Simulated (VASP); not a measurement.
# SnO2 (Cassiterite) in VASP: a series of runs, part 2 of 2

VASP 6.6.1. Earlier steps stand in the parts before.

### Step 5. Single point, LDA

INCAR reads:

```
PREC = Accurate
ENCUT = 400
EDIFF = 0.01
ISMEAR = 0
SIGMA = 0.05
LREAL = False
LASPH = True
NELM = 100
ALGO = Normal
ISIF = 2
LWAVE = False
LCHARG = False
GGA = CA
NBANDS = 35
ADDGRID = False
```

KPOINTS reads:

```
regular mesh
0
Gamma
  3 3 4
```

POSCAR reads:

```
SnO2
1.0
    4.7380000000      0.0000000000      0.0000000000
    0.0000000000      4.7380000000      0.0000000000
    0.0000000000      0.0000000000      3.1865000000
Sn O
2 4
Direct
    0.5083380000      0.5032920000      0.5086530000
   -0.0051220000      0.0135540000     -0.0007820000
    0.8109230000      0.1826710000      0.5004320000
    0.6982190000      0.6813010000      0.0618330000
    0.2015220000      0.8103230000      0.4933280000
    0.2970720000      0.3208310000      0.0016070000
```

Potentials or basis: VASP PAW LDA potentials, release 64 (Sn_d, O).

On the command line:

```sh
> cat potpaw_LDA.64/Sn_d/POTCAR potpaw_LDA.64/O/POTCAR > POTCAR
> mpirun -np 1 vasp_std > vasp.out
```

OUTCAR:

```text
PREC = Accurate
   ENCUT = 400
   EDIFF = 0.01
   ISMEAR = 0
   LREAL = False
   LASPH = True
   NELM = 100
   ISIF = 2
   GGA = CA

 Found     19 irreducible k-points:

 Following reciprocal coordinates:
            Coordinates               Weight
  0.000000  0.000000  0.000000      1.000000
  0.333333  0.000000  0.000000      2.000000
  0.000000  0.333333  0.000000      2.000000
  0.333333  0.333333  0.000000      2.000000
 -0.333333  0.333333  0.000000      2.000000
  0.000000  0.000000  0.250000      2.000000
   k-points           NKPTS =     19   k-points in BZ     NKDIM =     19   number of bands    NBANDS=     35
   number of dos      NEDOS =    301   number of ions     NIONS =      6
   total plane-waves  NPLWV =  24576
   dimension x,y,z NGX =    32 NGY =   32 NGZ =   24
   dimension x,y,z NGXF=    64 NGYF=   64 NGZF=   48
   ions per type =               2   4
   NGX,Y,Z   is equivalent  to a cutoff of  11.23, 11.23, 12.52 a.u.
   NGXF,Y,Z  is equivalent  to a cutoff of  22.46, 22.46, 25.04 a.u.
 SYSTEM =  unknown system
   PREC   = accura    normal or accurate (medium, high low for compatibility)
   ISTART =      0    job   : 0-new  1-cont  2-samecut
   ICHARG =      2    charge: 1-file 2-atom 10-const
   ISPIN  =      1    spin polarized calculation?
   LNONCOLLINEAR =      F non collinear calculations
   LSORBIT =      F    spin-orbit coupling
   LASPH  =      T    aspherical Exc in radial PAW
   ENCUT  =  400.0 eV  29.40 Ry    5.42 a.u.   7.73  7.73  5.20*2*pi/ulx,y,z
   NELM   =    100;   NELMIN=  2; NELMDL= -5     # of ELM steps
   EDIFF  = 0.1E-01   stopping-criterion for ELM
   LREAL  =      F    real-space projection
   EDIFFG = 0.1E+00   stopping-criterion for IOM
   NSW    =      0    number of steps for IOM
   IBRION =     -1    ionic relax: 0-MD 1-quasi-New 2-CG
   NFREE  =      0    steps in history (QN), initial steepest desc. (CG)
   ISIF   =      2    stress and relaxation
   ISYM   =      2    0-nonsym 1-usesym 2-fastsym
   POTIM  = 0.5000    time-step for ionic-motion
   TEBEG  =    0.0;   TEEND  =   0.0 temperature during run
   PSTRESS=    0.0 pullay stress
   NELECT =      52.0000    total number of electrons
   NUPDOWN=      -1.0000    fix difference up-down
   EMIN   =  10.00;   EMAX   =-10.00  energy-range for DOS
   EFERMI =   0.00;   METHOD = LEGACY
   ISMEAR =     0;   SIGMA  =   0.05  broadening in eV -4-tet -1-fermi 0-gaus
   EFERMI_NEDOS =   21; number of points for ismear=-14 and -15
   IALGO  =     38    algorithm
   IMIX   =      4    mixing-type and parameters
     AMIX     =   0.40;   BMIX     =  1.00
     AMIX_MAG =   1.60;   BMIX_MAG =  1.00
  volume/ion in A,a.u.               =      11.92        80.45
  Fermi-wavevector in a.u.,A,eV,Ry     =   1.472000  2.781677 29.480903  2.166785
  Thomas-Fermi vector in A             =   2.587068
   LORBIT       =      0    0 simple, 1 ext, 2 COOP (PROOUT), +10 PAW based schemes
   GGA     = CA    functional components
   LHFCALC =     F    Hartree Fock is set to
   AEXX    =    0.0000 exact exchange contribution
   IVDW    =     0    specifies the selected vdW correction
   LEPSILON=     F    determine dielectric tensor
   LRPA    =     F    only Hartree local field effects (RPA)
 non-spin polarized calculation
 Gauss-broadening in eV      SIGMA  =   0.05
  energy-cutoff  :      400.00
  volume of cell :       71.53
 maximum number of plane-waves:      1310
   NGX = 15   NGY = 15   NGZ = 11

 number of electron      52.0000002 magnetization

 Free energy of the ion-electron system (eV)
  ---------------------------------------------------
  ext. energy  EPLUGINS =         0.00000000
  ---------------------------------------------------
  free energy    TOTEN  =       -41.89348414 eV

  energy without entropy =      -41.89348414  energy(sigma->0) =      -41.89348414

 E-fermi :   6.2861     XC(G=0): -11.7923

 val. band max:        5.9661785827   @ k =   0.0000   0.0000   0.0000
 cond. band min:       7.0526235171   @ k =   0.0000   0.0000   0.0000
 fundamental gap:      1.0864449344
 Fermi energy:         6.2860696970

 k-point     1 :       0.0000    0.0000    0.0000
  band No.  band energies     occupation
      1     -15.2113      2.00000
      2     -14.5743      2.00000
      3     -14.1458      2.00000
      4     -14.1334      2.00000
      5     -14.1130      2.00000
      6     -13.9760      2.00000
[... 27 lines left out ...]
     34      17.7356      0.00000
     35      18.1336      0.00000

 k-point     2 :       0.3333    0.0000    0.0000
  band No.  band energies     occupation
      1     -15.0672      2.00000
      2     -14.7117      2.00000
      3     -14.1878      2.00000
      4     -14.1290      2.00000
      5     -14.0988      2.00000
      6     -14.0481      2.00000
[... 27 lines left out ...]
     34      17.7564      0.00000
     35      18.2497      0.00000

 k-point     3 :       0.0000    0.3333    0.0000
  band No.  band energies     occupation
      1     -15.0667      2.00000
      2     -14.7230      2.00000
      3     -14.1616      2.00000
      4     -14.1288      2.00000
      5     -14.1132      2.00000
      6     -14.0496      2.00000
[... 27 lines left out ...]
     34      17.8217      0.00000
     35      18.0611      0.00000

 k-point     4 :       0.3333    0.3333    0.0000
  band No.  band energies     occupation
      1     -15.0261      2.00000
      2     -14.8627      2.00000
      3     -14.1629      2.00000
      4     -14.1351      2.00000
      5     -14.1021      2.00000
      6     -14.0529      2.00000
[... 27 lines left out ...]
     34      17.9066      0.00000
     35      18.2352      0.00000

 k-point     5 :      -0.3333    0.3333    0.0000
  band No.  band energies     occupation
      1     -15.0374      2.00000
      2     -14.8503      2.00000
      3     -14.1603      2.00000
      4     -14.1297      2.00000
      5     -14.1006      2.00000
      6     -14.0639      2.00000
[... 27 lines left out ...]
     34      17.8396      0.00000
     35      18.3066      0.00000

 k-point     6 :       0.0000    0.0000    0.2500
  band No.  band energies     occupation
      1     -14.9840      2.00000
      2     -14.7036      2.00000
      3     -14.5326      2.00000
      4     -14.1389      2.00000
      5     -14.0174      2.00000
      6     -13.9740      2.00000
[... 27 lines left out ...]
     34      17.4554      0.00000
     35      18.0064      0.00000

 [... further k-points ...]
[... 5 lines left out ...]
  --------------------------------------------------------------------------------------
  -------------------------------------------------------------------------------------
  Total       -1.9319530     -2.0081098     -0.0184763      0.3673482     -1.5300585     -1.5084859
  in kB      -43.2716156    -44.9773651     -0.4138304      8.2278149    -34.2700376    -33.7868577
  external PRESSURE =     -29.5542703 kB  Pullay stress =       0.0000000 kB

 VOLUME and BASIS-vectors are now :
 -----------------------------------------------------------------------------
  energy-cutoff  :      400.00
  volume of cell :       71.53
      direct lattice vectors                 reciprocal lattice vectors
     4.738000000  0.000000000  0.000000000     0.211059519  0.000000000  0.000000000
     0.000000000  4.738000000  0.000000000     0.000000000  0.211059519  0.000000000
     0.000000000  0.000000000  3.186500000     0.000000000  0.000000000  0.313823945

 POSITION                                       TOTAL-FORCE (eV/Angst)
 -----------------------------------------------------------------------------------
      2.40851      2.38460      1.62082        -1.683914     -0.764892      2.123816
      4.71373      0.06422      3.18401         1.485749     -1.873365      0.059317
      3.84215      0.86550      1.59463        -1.310287      1.048685      0.304951
      3.30816      3.22800      0.19703         1.526663      1.396873     -3.071260
      0.95481      3.83931      1.57199        -0.332936      0.419884      0.545978
      1.40753      1.52010      0.00512         0.314725     -0.227185      0.037198
 -----------------------------------------------------------------------------------
    total drift:                                0.001366     -0.011360      0.002686

  FREE ENERGIE OF THE ION-ELECTRON SYSTEM (eV)
  ---------------------------------------------------
  free  energy   TOTEN  =       -41.8934841445 eV

  energy  without entropy=      -41.8934841445  energy(sigma->0) =      -41.89348414
```

OSZICAR:

```text
N       E                     dE             d eps       ncg     rms          rms(c)
DAV:   1     0.568001892916E+03    0.56800E+03   -0.21792E+04  1468   0.200E+03
DAV:   2     0.371804810409E+02   -0.53082E+03   -0.50190E+03  1482   0.543E+02
DAV:   3    -0.443004256437E+02   -0.81481E+02   -0.80417E+02  1479   0.189E+02
DAV:   4    -0.479968589195E+02   -0.36964E+01   -0.36772E+01  1670   0.447E+01
DAV:   5    -0.480954382775E+02   -0.98579E-01   -0.98492E-01  1651   0.756E+00    0.158E+01
DAV:   6    -0.419735572569E+02    0.61219E+01   -0.16356E+01  2100   0.649E+01    0.645E+00
DAV:   7    -0.419943756377E+02   -0.20818E-01   -0.20268E+00  1507   0.790E+00    0.327E+00
DAV:   8    -0.419086940234E+02    0.85682E-01   -0.22336E-01  1913   0.448E+00    0.740E-01
DAV:   9    -0.418930560478E+02    0.15638E-01   -0.31867E-02  1457   0.321E+00    0.125E-01
DAV:  10    -0.418934841445E+02   -0.42810E-03   -0.57767E-03   803   0.623E-01
   1 F= -.41893484E+02 E0= -.41893484E+02  d E =-.131067E-20
```

It took 16 s on 1 thread of Intel Xeon Platinum 8488C (Sapphire Rapids), shared host; peak memory 0.15 GiB.

These settings aren't checked as converged: the numbers below hold their error.

Results:

```
Free energy            : -41.8935 eV
Largest force          : 3.703 eV/Å
Band gap on the k mesh : 1.09 eV, direct
```

Caveat: the k mesh is coarse (spacing up to 0.49 Å⁻¹), so the values aren't converged; the cutoff is under 1.25 times the usual one of these potentials, so pressure, stress and relaxed cells hold a basis-set (Pulay) error; spin-orbit coupling is left out, which moves the levels of the heavy elements.

### Step 6. Single point, LDA

INCAR, as its differences from that of step 5:

```diff
@@ -2,3 +2,3 @@
 ENCUT = 400
-EDIFF = 0.01
+EDIFF = 1E-4
 ISMEAR = 0
```

KPOINTS is that of step 5.

POSCAR is that of step 5.

Potentials or basis: VASP PAW LDA potentials, release 64 (Sn_d, O).

On the command line:

```sh
> cat potpaw_LDA.64/Sn_d/POTCAR potpaw_LDA.64/O/POTCAR > POTCAR
> mpirun -np 1 vasp_std > vasp.out
```

OUTCAR:

```text
PREC = Accurate
   ENCUT = 400
   EDIFF = 1E-4
   ISMEAR = 0
   LREAL = False
   LASPH = True
   NELM = 100
   ISIF = 2
   GGA = CA

 Found     19 irreducible k-points:

 Following reciprocal coordinates:
            Coordinates               Weight
  0.000000  0.000000  0.000000      1.000000
  0.333333  0.000000  0.000000      2.000000
  0.000000  0.333333  0.000000      2.000000
  0.333333  0.333333  0.000000      2.000000
[... 311 lines left out ...]
  -------------------------------------------------------------------------------------
  Total       -1.5886765     -1.6609633      0.3076735      0.3757786     -1.5235699     -1.5018924
  in kB      -35.5829549    -37.2020252      6.8912290      8.4166375    -34.1247078    -33.6391764
  external PRESSURE =     -21.9645837 kB  Pullay stress =       0.0000000 kB

 VOLUME and BASIS-vectors are now :
 -----------------------------------------------------------------------------
  energy-cutoff  :      400.00
  volume of cell :       71.53
      direct lattice vectors                 reciprocal lattice vectors
     4.738000000  0.000000000  0.000000000     0.211059519  0.000000000  0.000000000
     0.000000000  4.738000000  0.000000000     0.000000000  0.211059519  0.000000000
     0.000000000  0.000000000  3.186500000     0.000000000  0.000000000  0.313823945

 POSITION                                       TOTAL-FORCE (eV/Angst)
 -----------------------------------------------------------------------------------
      2.40851      2.38460      1.62082        -1.685533     -0.761347      2.121696
      4.71373      0.06422      3.18401         1.484624     -1.869517      0.059531
      3.84215      0.86550      1.59463        -1.306313      1.045132      0.301146
      3.30816      3.22800      0.19703         1.526280      1.394357     -3.063186
      0.95481      3.83931      1.57199        -0.331000      0.416051      0.542210
      1.40753      1.52010      0.00512         0.311942     -0.224676      0.038603
 -----------------------------------------------------------------------------------
    total drift:                               -0.002530     -0.004343      0.001455

  FREE ENERGIE OF THE ION-ELECTRON SYSTEM (eV)
  ---------------------------------------------------
  free  energy   TOTEN  =       -41.8936203300 eV

  energy  without entropy=      -41.8936203300  energy(sigma->0) =      -41.89362033
```

OSZICAR:

```text
N       E                     dE             d eps       ncg     rms          rms(c)
DAV:   1     0.568001892916E+03    0.56800E+03   -0.21792E+04  1468   0.200E+03
DAV:   2     0.371804810409E+02   -0.53082E+03   -0.50190E+03  1482   0.543E+02
DAV:   3    -0.443004256437E+02   -0.81481E+02   -0.80417E+02  1479   0.189E+02
DAV:   4    -0.479968589195E+02   -0.36964E+01   -0.36772E+01  1670   0.447E+01
DAV:   5    -0.480954382775E+02   -0.98579E-01   -0.98492E-01  1651   0.756E+00    0.158E+01
DAV:   6    -0.419735572569E+02    0.61219E+01   -0.16356E+01  2100   0.649E+01    0.645E+00
DAV:   7    -0.419943756377E+02   -0.20818E-01   -0.20268E+00  1507   0.790E+00    0.327E+00
DAV:   8    -0.419087282949E+02    0.85647E-01   -0.22370E-01  2041   0.448E+00    0.740E-01
DAV:   9    -0.418934104805E+02    0.15318E-01   -0.35081E-02  2161   0.320E+00    0.127E-01
DAV:  10    -0.418936176734E+02   -0.20719E-03   -0.37141E-03  1477   0.432E-01    0.747E-02
DAV:  11    -0.418936203300E+02   -0.26566E-05   -0.15628E-04  1233   0.992E-02
   1 F= -.41893620E+02 E0= -.41893620E+02  d E =-.777678E-21
```

Run time: 18 s. Hardware: 1 thread of Intel Xeon Platinum 8488C (Sapphire Rapids), shared host; peak memory 0.15 GiB.

The run converged, but some of its settings lie outside the range that counts as converged, so its numbers aren't taken as properties of the crystal.

What came out:

```
Free energy            : -41.8936 eV
Largest force          : 3.696 eV/Å
Band gap on the k mesh : 1.09 eV, direct
```

Caveat: the k mesh is coarse (spacing up to 0.49 Å⁻¹), so the values aren't converged; the cutoff is under 1.25 times the usual one of these potentials, so pressure, stress and relaxed cells hold a basis-set (Pulay) error; spin-orbit coupling is left out, which moves the levels of the heavy elements.

### Step 7. For comparison

An earlier run on the cell as given: functional PBEsol; potentials or basis VASP PAW PBE potentials, release 64 (Sn_d, O); cutoff 520 eV; k mesh 6 × 6 × 8; occupations fermi-dirac, width 0.05 eV; no spin polarisation.

- Pressure: 5.4 GPa
- Largest force: 0.229 eV/Å
- Band gap on the k mesh: 1.18 eV, direct
